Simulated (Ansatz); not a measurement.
RbBr: what changed settings do

All trials start from this Ansatz input:

```yaml
crystal:
  lattice:
    - [4.1260773, 0.0, 0.0]
    - [0.0, 4.1260773, 0.0]
    - [0.0, 0.0, 4.1260773]
  atoms:
    - { symbol: Rb, position: [0.0, 0.0, 0.0] }
    - { symbol: Br, position: [0.5, 0.5, 0.5] }
basis:
  ecutwfc: 420
kpoints:
  mp_grid: { grid: [4, 4, 4] }
hamiltonian:
  xc: pbe
scf:
  occupations: { method: gaussian, width: 0.1 }
output:
  forces: true
  stress: true
  eigenvalues: true
```

Command:

```bash
ansatz run input.yaml --threads 1 --pin off --max-ram 1331MiB --backend cpu --events-out ev --progress --plain --runs-dir out
```

The run converges in 7 SCF iterations on 10 irreducible k-points: pressure 0.82 GPa, gap on the sampled k-points 4.08 eV.

These settings were drawn at random to show what each does; none of the numbers is a converged property of the crystal. Each trial's input is given as a difference from the reference's; energies are extrapolated to zero smearing where there is one, and pressure is positive in compression. Charged cells sit in a uniform background, and their pressures hang on that convention.

Trial 1:

```diff
+total_charge: 1
```

The run converges in 7 SCF iterations on 10 irreducible k-points: pressure 6.60 GPa (with the neutralising background of the charged cell), no gap.

Trial 2 (strained):

```diff
 crystal:
   lattice:
-    - [4.1260773, 0.0, 0.0]
-    - [0.0, 4.1260773, 0.0]
-    - [0.0, 0.0, 4.1260773]
+    - [4.1895067291, 0.189032379, 0.1406777522]
+    - [0.189032379, 4.4012059428, -0.0970208649]
+    - [0.1406777522, -0.0970208649, 3.9402966511]
 kpoints:
-  mp_grid: { grid: [4, 4, 4] }
+  mp_grid: { grid: [1, 3, 1] }
+  band_path: { path: [VBM, CBM], npoints: 5 }
 hamiltonian:
-  xc: pbe
+  xc: pw92
 scf:
-  occupations: { method: gaussian, width: 0.1 }
+  occupations: { method: gaussian, width: "0.01 Ry" }
+  eigensolver: { mixed_precision: false }
+  max_iter: 60
```

The run converges in 6 SCF iterations on 2 irreducible k-points: pressure 7.75 GPa, gap on the sampled k-points 3.03 eV.

Trial 3 (strained):

```diff
 crystal:
   lattice:
-    - [4.1260773, 0.0, 0.0]
-    - [0.0, 4.1260773, 0.0]
-    - [0.0, 0.0, 4.1260773]
+    - [4.0692560926, -0.0034425745, -0.007670702]
+    - [-0.0034425745, 4.1201659176, 0.0327053108]
+    - [-0.007670702, 0.0327053108, 4.1519134185]
 kpoints:
-  mp_grid: { grid: [4, 4, 4] }
+  mp_grid: { grid: [1, 1, 1], shift: [0, 0, 0.5] }
 scf:
-  occupations: { method: gaussian, width: 0.1 }
+  occupations: { method: gaussian }
+  max_iter: 80
+  convergence: { dr2_threshold: "1e-7 eV" }
 output:
+  dos: { projected: true }
```

The run converges in 7 SCF iterations on 1 irreducible k-point: energy 279 meV per atom above the reference, pressure 3.02 GPa, gap on the sampled k-points 7.10 eV. It warns that the SCF threshold is loose for the stress.

Trial 4:

```diff
 basis:
+  ecutrho_ratio: 10
 hamiltonian:
-  xc: pbe
+  xc: blyp
 scf:
-  occupations: { method: gaussian, width: 0.1 }
+  occupations: { method: cold, width: 0.0023 }
+  convergence: { dr2_threshold: "1e-8 eV" }
```

The run converges in 6 SCF iterations on 10 irreducible k-points: pressure 1.96 GPa, gap on the sampled k-points 4.11 eV. It warns that the SCF threshold is loose for the stress.

Trial 5 (one atom moved):

```diff
 crystal:
   atoms:
-    - { symbol: Rb, position: [0.0, 0.0, 0.0] }
+    - { symbol: Rb, position: [0.0, 0.0, 0.1211804733] }
+total_charge: 2
 basis:
-  ecutwfc: 420
+  ecutwfc: 510
 hamiltonian:
+  dispersion: d3bjatm
```

The run converges in 10 SCF iterations on 18 irreducible k-points: pressure 10.42 GPa (with the neutralising background of the charged cell), largest force 0.644 eV/Å, no gap.

Trial 6:

```diff
 kpoints:
-  mp_grid: { grid: [4, 4, 4] }
+  mp_grid: { grid: [1, 1, 1] }
+  band_path: { path: [VBM, CBM], npoints: 5 }
 scf:
+  n_extra_bands: 5
```

The run converges in 6 SCF iterations on 1 irreducible k-point: energy 2.04 eV per atom above the reference, pressure 17.80 GPa, gap on the sampled k-points 3.66 eV.